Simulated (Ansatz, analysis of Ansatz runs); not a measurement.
# S_Cl under the (111) surface of SrCl2: energy against depth, part 2 of 2

How does the energy of S_Cl change with depth under the (111) face of SrCl2? Model: a cell of 36 host atoms with 1 Cl taken out and 1 S put in, a symmetric slab with vacuum.

Ansatz 0.2.0; plane-wave PAW DFT, PBEsol and LDA; a slab with vacuum, neutral defects.

So far. Step 5 (Energies and states): Under PBEsol, periodic cell with vacuum at the zone centre alone, the highest filled state is spin down, spread over 2 of 36 atoms, and the lowest empty one, 0.84 eV above it, is spin down, spread over 2 of 36 atoms.

## (5) Energies and states (continued)

Valence density in the ca plane at fractional y = 0.666, through the centre, with atoms of Sr and Cl and S within 0.45 Å of it. It is the smooth field of the valence electrons, not physical close to the nuclei.

Values in e/Å³, 13 rows by 16 columns, each cell a mean:
```
0.1 0.1 0.0 0.1 0.1 0.1 0.1 0.0 0.0 0.1 0.1 0.0 0.0 0.0 0.0 0.0
0.1 0.1 0.0 0.1 0.1 0.1 0.1 0.0 0.0 0.1 0.1 0.0 0.0 0.0 0.0 0.0
0.0 0.2 0.3 0.1 0.1 0.2 0.1 0.1 0.2 0.1 0.0 0.0 0.0 0.0 0.0 0.0
0.0 0.8 1.3 0.3 1.1 1.9 0.2 0.8 1.1 0.2 0.0 0.0 0.0 0.0 0.0 0.0
0.0 1.0 1.3 0.3 1.4 2.1 0.3 1.1 1.2 0.2 0.0 0.0 0.0 0.0 0.0 0.0
0.0 0.3 0.5 0.1 0.3 0.5 0.1 0.4 0.7 0.1 0.0 0.0 0.0 0.0 0.0 0.0
0.1 0.1 0.0 0.0 0.1 0.1 0.1 0.0 0.1 0.1 0.0 0.0 0.0 0.0 0.0 0.0
0.1 0.1 0.0 0.1 0.1 0.1 0.1 0.0 0.0 0.2 0.1 0.0 0.0 0.0 0.0 0.0
0.1 0.1 0.1 0.0 0.1 0.1 0.0 0.1 0.1 0.2 0.1 0.0 0.0 0.0 0.0 0.0
0.0 0.4 0.8 0.1 0.5 1.1 0.1 0.4 0.5 0.1 0.0 0.0 0.0 0.0 0.0 0.0
0.0 1.0 1.2 0.4 1.5 2.2 0.4 0.8 0.8 0.2 0.0 0.0 0.0 0.0 0.0 0.0
0.0 0.6 1.1 0.2 0.7 1.4 0.2 0.5 0.8 0.2 0.0 0.0 0.0 0.0 0.0 0.0
0.0 0.1 0.1 0.0 0.1 0.1 0.1 0.1 0.2 0.1 0.0 0.0 0.0 0.0 0.0 0.0
```
Columns run along c (16.0 Å, from fractional 0.28 to 0.98 of the cell), rows up along a (9.9 Å). Atoms in or near the plane, at fractional coordinates: Sr at (0.50, 0.17), Cl at (0.37, 0.17), S at (0.63, 0.17), Sr at (0.50, 0.67), Cl at (0.37, 0.67), Cl at (0.63, 0.66).

Electrostatic potential energy in the ca plane at fractional y = 0.666, through the centre, with atoms of Sr and Cl and S within 0.45 Å of it. With pseudopotentials it is smooth inside the atoms' cores, unlike the true potential.

Ten even steps from '0' (-49 eV) to '9' (5 eV), each cell a mean:
```
99999999999999999999999999999999999999999999
99989999999999999999999988999999999999999999
99999999999999999999999998999999999999999999
99999999999999999999999999999999999999999999
99999999999988888999999999999999999999999999
99998778999875457899988899999999999999999999
99985114799730005899742479999999999999999999
99983001698710002788500058999999999999999999
99984002798720004898500059999999999999999999
99998557999863247899853589999999999999999999
99999999999988788999998999999999999999999999
99999999999999999999999999999999999999999999
99999999999999999999999999999999999999999999
99989999999999999999999999999999999999999999
99999999999999999999999999999999999999999999
99999999999999999999999999999999999999999999
99999999999988888999999999999999999999999999
99998778999874457899987789999999999999999999
99985113799730004899732369999999999999999999
99983001698710002798523248999999999999999999
99984002798730004898622258999999999999999999
99998657999874357899864589999999999999999999
99999999999988888999998999999999999999999999
99999999999999999999999999999999999999999999
```
Columns run along c (16.0 Å, from fractional 0.28 to 0.98 of the cell; values clipped at the 3rd and 97th percentile), rows up along a (9.9 Å). Atoms in or near the plane, at fractional coordinates: Sr at (0.50, 0.17), Cl at (0.37, 0.17), S at (0.63, 0.17), Sr at (0.50, 0.67), Cl at (0.37, 0.67), Cl at (0.63, 0.66).

Against the clean slab and Cl (Cl2 molecule) and S (S12 rings, Pnnm; not the stable S8 form):

| layer | depth (Å) | total moment (μB) | formation energy (eV) | against the deepest layer (eV) |
| --- | --- | --- | --- | --- |
| 1 | 0.00 | 1 | 3.22 | -0.05 |
| 2 | 1.99 | 1 | 3.21 | -0.05 |
| 3 | 3.98 | 1 | 3.26 | 0.00 |

## (6) The same structures under LDA

LDA on the same structures tests whether the order of the layers belongs to the functional.

Contents of layer2_M1.point.lda/input.yaml:

```yaml
crystal:
  lattice:
    - [9.89878, 0.0, 0.0]
    - [4.94939, 8.572596, 0.0]
    - [0.0, 0.0, 23.0]
  atoms:
    - { symbol: Sr, position: [-0.02010499, 0.0010338, 0.66668709] }
    - { symbol: Sr, position: [0.33556887, 0.33674962, 0.33052992] }
[... 7 atom lines left out ...]
    - { symbol: Sr, position: [-0.00040045, 0.49939937, 0.67519663] }
[... 1 atom line left out ...]
    - { symbol: Sr, position: [0.17328897, 0.67288886, 0.50126687] }
[... 2 atom lines left out ...]
    - { symbol: Cl, position: [0.30578121, 0.80581831, 0.70680122] }
[... 1 atom line left out ...]
    - { symbol: S, position: [0.16696047, 0.6659495, 0.63104241] }
[... 10 atom lines left out ...]
    - { symbol: Sr, position: [0.50109325, 0.47987025, 0.66658706] }
[... 7 atom lines left out ...]
    - { symbol: Cl, position: [0.50374017, 0.50236396, 0.2849483] }
basis:
  ecutwfc: 420
  xc_grid: 2
hamiltonian:
  xc: lda
kpoints:
  mp_grid: { grid: [1, 1, 1] }
magnetization:
  spin_polarized: true
  initial_magnetization: 1
  spin_locking: { lock_magnetization: hard }
scf:
  occupations: { method: fermi_dirac, width: 0.01 }
  max_iter: 100
output:
  forces: true
  eigenvalues: true
  eigenstates: { localisation: true }
  populations: true
checkpoint:
  write: "../layer2_M1.point.lda.run"
  compress: false
  write_wavefunctions: false
  write_every: 100000
```

Command:

```bash
> ansatz run input.yaml --threads 4 --pin off --max-ram 15073MiB --backend cpu --events-out ev --progress --plain --runs-dir out
```

Wall time 27 s (4 threads of Arm Neoverse V1, shared host); peak memory 2.3 GiB.

Against the clean slab and Cl (Cl2 molecule) and S (S12 rings, Pnnm; not the stable S8 form):

| layer | depth (Å) | total moment (μB) | formation energy (eV) | against the deepest layer (eV) |
| --- | --- | --- | --- | --- |
| 1 | 0.00 | 1 | 3.50 | -0.01 |
| 2 | 1.99 | 1 | 3.43 | -0.07 |
| 3 | 3.98 | 1 | 3.50 | 0.00 |

The highest layer obtained now stands −0.01 eV from the deepest, against −0.05 eV before.

## (7) Results

| Item | Value |
| --- | --- |
| highest less deepest of the layers obtained (PBEsol) | -0.05 eV |
| layer of the lowest energy (PBEsol) | 2 |
| highest less deepest of the layers obtained (LDA) | -0.01 eV |
| layer of the lowest energy (LDA) | 2 |

Under PBEsol S_Cl is 0.05 eV lower in layer 1 than in layer 3, 4.0 Å down, so the two sites are alike within the accuracy here. The two deepest layers differ by 0.05 eV, a small step, but no smaller than those above it. The functionals give the same layer as lowest. The clean slab's gap at this sampling is 5.18 eV. Limits: neutral states alone; one site a layer, which need not be the same crystallographic site in every layer, at most four layers; one defect on one side of the slab, 9.9 Å from its images and with no dipole correction; the deepest layer of so thin a slab is not yet bulk, and the thickness was not varied; the in-plane lattice is the database's, not relaxed here; no adsorbates, no temperature.

[Logs are printed without paths, hosts, clocks, repeated set-up lines and the standing remarks that a program may print on its own settings, such as how far it seeks lower states.]

[Hosts, paths, dates, database ids (printed as entryN), source tags and the programs' standing remarks are cut or masked in the printed files.]

[Maps of the electrostatic potential energy from Ansatz leave out the sawtooth potential of an applied field or a dipole correction, so their vacuum need not be flat.]
